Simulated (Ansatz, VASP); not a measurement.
# H15NO6: VASP beside Ansatz

```xyz
22
Lattice="5.5956 0.0000 0.0000 0.0000 5.5956 0.0000 0.0000 0.0000 5.5956" Properties=species:S:1:pos:R:3 pbc="T T T"
O     3.6520    2.7838    5.8145
O     1.4204    0.9914    0.8501
O     0.5199    4.1073    1.4480
O     4.8569    5.1562    4.7278
O     3.7281    0.2118    1.7213
O     5.6243    1.6380    3.1390
H     4.4514    3.2779    5.5631
H     3.9563    1.9062    6.1034
H     1.0114    0.0868    0.8329
H     1.0431    1.3204    1.7125
H     1.1305    4.0545    2.2494
H     0.8453    3.3788    0.8931
H     4.0647    5.2011    4.1605
H     4.5380    5.4167    5.6267
H     2.7894    0.4704    1.4408
H     3.7298   -0.7577    1.8514
H     4.8301    1.3278    2.6450
H     5.6519    0.9699    3.8620
H     1.7168    4.6278    4.4049
H     1.0786    3.2258    3.8802
H     2.6555    3.2985    4.2321
N     1.9005    3.8357    3.7833
```

Alike in both runs: functional PBE; k mesh 1 × 1 × 1; occupations fermi-dirac, width 0.02 eV; no spin polarisation.

Ansatz relaxed the structure, and its values are those at the end. VASP's run is a single point on that final structure, the one shown.

```csv
,VASP,Ansatz
version,VASP 6.6.1,Ansatz 0.2.0
potentials or method,"VASP PAW PBE potentials, release 64 (O, H, N)","scalar-relativistic, plane waves, PAW"
plane-wave cutoff (eV),520,420
valence electrons in the cell,56,56
```

VASP gave:

| Property | Result |
| --- | --- |
| gap on the k mesh at the Fermi level (eV) | 4.44 |
| rms of the force components (eV/Å) | 0.063 |

**Question.** Which values does Ansatz return?

**Answer.** gap on the k mesh at the Fermi level (eV): 4.45; rms of the force components (eV/Å): 0.059.

The functional is the same, so the differences come from potentials, cutoffs and numerics.
